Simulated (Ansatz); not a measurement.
# MoS2: the cost of one run

Program: Ansatz 0.2.0. Level of theory: DFT LDA, all-electron LAPW, scalar-relativistic unless said. These are calculated values, not measurements.

1 further run of the same task is left out (it didn't finish).

## 1. Starting point

It takes space group R3m (No. 160, trigonal). The conventional cell has a = 3.126 Å, b = 3.126 Å, c = 17.972 Å, α = 90.00°, β = 90.00°, γ = 120.00°. Mo (site symmetry 3m) is surrounded by 6 S at 2.38 Å. S (site symmetry 3m) has 3 Mo at 2.38 Å as nearest neighbours.

Coordinates:

```xyz
3
Lattice="1.5631 0.9025 5.9906 -1.5631 0.9025 5.9906 0.0000 -1.8050 5.9906" Properties=species:S:1:pos:R:3 pbc="T T T"
Mo    0.0000    0.0000    0.0015
S     0.0000    0.0000    4.4409
S     0.0000    0.0000    7.5448
```

Cartesian axes are those of the input's lattice vectors. The structure goes back to a database entry.

## 2. Reference run, LAPW

The input, input.yaml:

```yaml
crystal:
  lattice:
    - [1.56314456275, 0.90248193409, 5.99059243507]
    - [-1.56314456275, 0.90248193409, 5.99059243507]
    - [0.0, -1.80496386818, 5.99059243507]
  atoms:
    - { symbol: Mo, position: [8.4921435e-05, 8.4921435e-05, 8.4921435e-05] }
    - { symbol: S, position: [0.247101955122, 0.247101955122, 0.247101955122] }
    - { symbol: S, position: [0.419813123444, 0.419813123444, 0.419813123444] }
kpoints:
  mp_grid: { grid: [6, 6, 6] }
scf:
  occupations: { method: fixed }
hamiltonian:
  xc: lda
  pseudopotentials: { kind: all_electron, lapw: { basis_error: 0.001 } }
phonons:
  qmesh: [2, 2, 2]
  qpath:
    path:
      - [0.0, 0.0, 0.0]
      - [-0.5, -0.5, -0.5]
      - [-0.5, -0.181796921, -0.818203079]
      - [-0.181796921, 0.181796921, -0.5]
      - [0.0, 0.0, -0.5]
      - [0.0, 0.0, 0.0]
      - [0.0, 0.3408984605, -0.3408984605]
      - [-0.3408984605, 0.0, -0.6591015395]
      - [-0.5, 0.0, -0.5]
    npoints: 6
  temperatures: { t_min: 0, t_max: 1000, t_step: 100 }
```

Command:

```bash
$ ansatz run input.yaml --threads 2 --pin off --max-ram 6144MiB --backend cpu --events-out ev --progress --plain --runs-dir out
```

What time and memory should one allow on 2 threads of Arm Neoverse V2, shared host?

About 42 min, with a peak of 0.93 GiB.
